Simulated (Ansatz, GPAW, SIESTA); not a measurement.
# Rh: 3 runs at one level of theory

```
CELL_PARAMETERS angstrom
2.69174 0.00000 0.00000
-1.34587 2.33112 0.00000
0.00000 0.00000 8.79807
ATOMIC_POSITIONS crystal
Rh 0.67596 0.32886 0.74933
Rh 0.01717 0.02914 0.50337
Rh 0.30521 0.64707 0.24877
Rh 0.02681 0.99802 0.00354
```

This isn't the form of Rh at room conditions, which is fcc.

Atoms were shifted at random by some hundredths of an Å from the given cell, which wasn't relaxed again for these runs.

Alike in all runs: task single point; functional PBEsol; k mesh 11 × 11 × 3; occupations fermi-dirac, width 0.05 eV; no spin polarisation; no spin-orbit coupling. Pressure is positive in compression and, in plane waves, holds the error of the finite cutoff.

```tsv
program and potentials	plane-wave cutoff (eV)	notes	pressure (GPa)	largest force (eV/Å)	energy over the undisturbed cell (meV/atom)
SIESTA, files PseudoDojo sr-pbesol-0.4.1-standard, DZP (energy shift 0.003 Ry; two zetas on semicore shells)	-	atomic basis; 17 valence electrons an atom on average	-0.71	0.742	15.18
GPAW, PAW data sets generated for this functional	600	15 valence electrons an atom on average	-2.71	0.655	14.00
Ansatz, all-electron LAPW, scalar-relativistic	-	-	-5.00	0.645	-
```

Force on atom 3 (Rh), eV/Å:

| program and potentials | x | y | z |
| --- | --- | --- | --- |
| SIESTA, files PseudoDojo sr-pbesol-0.4.1-standard, DZP (energy shift 0.003 Ry; two zetas on semicore shells) | 0.382 | 0.281 | 0.571 |
| GPAW, PAW data sets generated for this functional | 0.370 | 0.269 | 0.469 |
| Ansatz, all-electron LAPW, scalar-relativistic | 0.370 | 0.270 | 0.453 |

The pressure spans -5.00 (Ansatz, all-electron LAPW, scalar-relativistic) to -0.71 GPa (SIESTA, files PseudoDojo sr-pbesol-0.4.1-standard, DZP (energy shift 0.003 Ry; two zetas on semicore shells)), with all-electron results at -5.00. Rows in atomic bases carry the error of their basis and grid, which can be large.

The functional is the same throughout but for its coding, so the spread measures potentials, basis and numerics; runs on potential files found faulty are left out.
